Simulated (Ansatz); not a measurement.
**SiC (F-43m): zero-pressure volume and bulk modulus with revPBE + D3(BJ)**

An exercise on one series of results from a longer session: the logs are not shown, and one member is left open.

The COD entry's cell or inner coordinates are ideal or old and differ from later refinements, so a difference from it is no clean test against experiment.

Method: DFT revPBE + D3(BJ), scalar-relativistic, plane waves, PAW, in Ansatz 0.2.0.

1 further run of the same task is left out (set aside as unsound or not needed). Runs told in other sessions of the task aren't counted.

## Starting point

It takes space group F-43m (No. 216, cubic). Conventional cell: a = 4.348 Å, b = 4.348 Å, c = 4.348 Å, α = 90.00°, β = 90.00°, γ = 90.00°. Around Si (site symmetry -43m) lie 4 C at 1.88 Å. C (site symmetry -43m) is surrounded by 4 Si at 1.88 Å.

Coordinates:

```
Si C
1.0
     0.00000    2.17400    2.17400
     2.17400    0.00000    2.17400
     2.17400    2.17400    0.00000
Si C
1 1
Direct
  0.00000 0.00000 0.00000
  0.75000 0.75000 0.75000
```

At PBE, an earlier run found 4.84 GPa for this cell of 10.275 Å³/atom (10×10×10 mesh), mesh gap 1.35 eV. The cell is compressed at this level.

The first run:

The input, input.yaml:

```yaml
crystal:
  lattice:
    - [0.0, 2.1739983056, 2.1739983056]
    - [2.1739983056, 0.0, 2.1739983056]
    - [2.1739983056, 2.1739983056, 0.0]
  atoms:
    - { symbol: Si, position: [0.0, 0.0, 0.0] }
    - { symbol: C, position: [0.75, 0.75, 0.75] }
basis:
  ecutwfc: 420
  ecutrho_ratio: 4
kpoints:
  mp_grid: { grid: [10, 10, 10] }
hamiltonian:
  xc: revpbe
  dispersion: d3bj
scf:
  occupations: { method: gaussian, width: 0.05 }
output:
  forces: true
  stress: true
  eigenvalues: true
```

Launch:

```sh
ansatz run input.yaml --threads 4 --pin off --max-ram 8192MiB --backend cpu --events-out ev --progress --plain --runs-dir out
```

Steps of the session up to this table: At the given cell; Stepping to 10.123 Å³/atom; Stepping to 10.172 Å³/atom; Volume × 0.98 of the new zero; Volume × 1.02 of the new zero; Volume × 0.96 of the new zero; Volume × 1.04 of the new zero.

One of the session's tables, all rows but one given; the rest of the session is left out.

It belongs to the step «Energy and pressure against volume». 

```
volume (Å³/atom)  energy (meV/atom)  pressure (GPa)
           9.765              12.24            9.96
           9.969               2.96            4.74
          10.172               0.00            0.00
          10.376                  ?               ?
          10.579              10.74           -8.17
```

**Question.** Estimate the row for volume (Å³/atom) = 10.376.

Worked estimate for «energy (meV/atom)». A straight line through the neighbours (10.172, 0.00) and (10.579, 10.74) gives 0.00 + (10.74 − 0.00) × (10.376 − 10.172) / (10.579 − 10.172) = 5.38; a parabola fitted to 3 rows on both sides gives 2.60.

**Answer.** energy (meV/atom): 2.79; pressure (GPa): -4.29. In «energy (meV/atom)» the line misses by +2.59 and the parabola by -0.19.
